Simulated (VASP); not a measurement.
Rh, 1 atom in the cell. It takes space group Fm-3m (No. 225, cubic). The conventional cell has a = 3.796 Å, b = 3.796 Å, c = 3.796 Å, α = 90.00°, β = 90.00°, γ = 90.00°. Rh (site symmetry m-3m) has 12 Rh at 2.68 Å as nearest neighbours. 

```yaml
Program: VASP 6.6.1
Task: relaxation of cell and atoms
Functional: r2SCAN
Dispersion: rVV10
Potentials_or_basis: VASP PAW PBE potentials, release 64 (Rh_pv)
Cutoff: 600 eV
k_mesh: 16 × 16 × 16
Occupations: methfessel-paxton, width 0.1 eV
Spin: no spin polarisation
Further_INCAR_settings: ALGO = Normal; EDIFF = 1e-06; IBRION = 2; EDIFFG = -0.01; NSW = 90; ISIF = 3
```

Potentials or basis: VASP PAW PBE potentials, release 64 (Rh_pv).

Command:

```console
$ cat potpaw_PBE.64/Rh_pv/POTCAR > POTCAR
$ mpirun -np 1 vasp_std > vasp.out
```

Hardware: 1 thread of Intel(R) Xeon(R) Platinum 8488C (Sapphire Rapids) (shared host).

Problem. How long does it take, and how much memory?

Solution. It took 2.5 min on 1 thread of Intel(R) Xeon(R) Platinum 8488C (Sapphire Rapids), on a shared host, peak memory 0.24 GiB. Counts: scf iterations 29, k points 145, ion steps 3.
